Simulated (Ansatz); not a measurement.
Input and command of a plane-wave DFT calculation in Ansatz:

```yaml
crystal:
  lattice:
    - [3.6058628401, 0.0, 5.7703877075]
    - [3.6058628401, 0.0, -5.7703877075]
    - [-3.6058628401, 6.2455376441, 0.0]
  atoms:
    - { symbol: Hf, position: [0.0, 1.0, 0.5] }
    - { symbol: Hf, position: [0.0, 1.0, 0.0] }
    - { symbol: Hf, position: [0.5, 0.5, 0.5] }
    - { symbol: Hf, position: [0.5, 0.5, 0.0] }
    - { symbol: S, position: [0.7071363256, 0.959530341, 0.1666666667] }
    - { symbol: S, position: [0.7071363256, 0.959530341, 0.6666666667] }
    - { symbol: S, position: [0.2071363256, 0.459530341, 0.1666666667] }
    - { symbol: S, position: [0.2071363256, 0.459530341, 0.6666666667] }
    - { symbol: S, position: [0.2928636744, 0.040469659, 0.3333333333] }
    - { symbol: S, position: [0.2928636744, 0.040469659, 0.8333333333] }
    - { symbol: S, position: [0.7928636744, 0.540469659, 0.3333333333] }
    - { symbol: S, position: [0.7928636744, 0.540469659, 0.8333333333] }
    - { symbol: H, position: [0.4907061473, 0.8377921928, 0.333018455], spin: 1.0 }
basis:
  ecutwfc: 420
  xc_grid: 2
kpoints:
  mp_grid: { grid: [3, 3, 3], shift: [0.0, 0.0, 0.0] }
hamiltonian:
  xc: pbe
  dispersion: d3bj
scf:
  occupations: { method: gaussian, width: 0.02 }
output:
  forces: true
  stress: false
  eigenvalues: true
  populations: true
  write_density: true
  write_potential: true
  elf: true
  volumetric_format: npy
magnetization:
  spin_polarized: true
relax:
  adjacent_minimum: "off"
  f_tol: 0.02
  max_steps: 60
```

```bash
ansatz run input.yaml --threads 4 --pin off --max-ram 10240MiB --backend cpu --events-out ev --progress --plain --runs-dir out
```

Processor: AMD EPYC 7B13 (Zen 3), 4 threads, on a host shared with other jobs.

Task: How long does it run, and how much memory does it take?

Result: About 4.7 min on 4 threads of AMD EPYC 7B13 (Zen 3) (shared host), peak memory 1.2 GiB. It solves 93 bands at 14 k points (the mesh reduced by symmetry) with about 5055 plane waves, in 91 SCF iterations over 9 ionic steps.
